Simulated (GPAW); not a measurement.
Runs of GPAW 26.7.0 on SiC. It takes space group P6_3mc (No. 186, hexagonal). Conventional cell: a = 3.076 Å, b = 3.076 Å, c = 10.071 Å, α = 90.00°, β = 90.00°, γ = 120.00°. Around Si (site symmetry 3m) lie 4 C at 1.88 to 1.89 Å. Si (site symmetry 3m) is surrounded by 4 C at 1.88 to 1.89 Å. Around C (site symmetry 3m) lie 4 Si at 1.88 to 1.89 Å. C (site symmetry 3m) is surrounded by 4 Si at 1.88 to 1.89 Å. The cell is a database's computed one.

```tsv
task	level	potentials or basis	cell	k mesh	cutoff (eV)	smearing	maxiter	kernel	eta	response ecut	scissors	other keys	mesh quality	gap on the mesh (eV)	pressure (GPa)	largest force (eV/Å)
single point	RPBE	the program's PAW data sets (release 1.2.1) made for this functional, pw	as given	8 × 8 × 2	650	fermi-dirac 0.01 eV	150	-	-	-	-	-	not flagged	2.23	8.6	0.01
optical spectrum	RPBE	the program's PAW data sets (release 1.2.1) made for this functional, pw	as given	8 × 8 × 2	650	fermi-dirac 0.001 eV	150	ALDA	0.05 eV	50 eV	0 eV	-	not flagged	2.23	-	-
relaxation of cell and atoms	PBEint	PAW data sets generated in the run's folder for this functional, pw	relaxed	6 × 6 × 2	800	fermi-dirac 0.05 eV	150	-	-	-	-	-	coarse	(a)	0.0	0.02
energy-loss spectrum	RPBE	the program's PAW data sets (release 1.2.1) made for this functional, pw	as given	8 × 8 × 2	650	fermi-dirac 0.05 eV	75	ALDA	0.05 eV	40 eV	-	several, not listed	coarse	2.23	-	-
band structure	vdW-DF-cx	GPAW PAW data sets (gpaw-data 1.2.1), pw	as given	6 × 6 × 2	800	fermi-dirac 0.05 eV	150	-	-	-	-	-	coarse	2.19	-	0.01
dielectric tensor	RPBE	the program's PAW data sets (release 1.2.1) made for this functional, pw	as given	8 × 8 × 2	650	fermi-dirac 0.05 eV	75	-	-	30 eV	-	several, not listed	coarse	2.23	-	-
```

Alike in all rows: no spin polarisation.

Estimate the missing entries.

(a) 2.09.

Caveats: some runs use coarse meshes; the long-wavelength limit can be off by a per cent or two (some runs); an odd mesh through Γ misses points on the zone boundary, where band edges often lie (some runs); the cutoff is short for stress and forces, so pressures can be off by a GPa or more (some runs); spectra need much finer meshes, so this one isn't converged (some runs); these spectra lack excitons (some runs); later steps reuse the first step's grids (some runs); the highest transitions drop out of the frequency grid (some runs).

Runs at the PBE level aren't shown here.
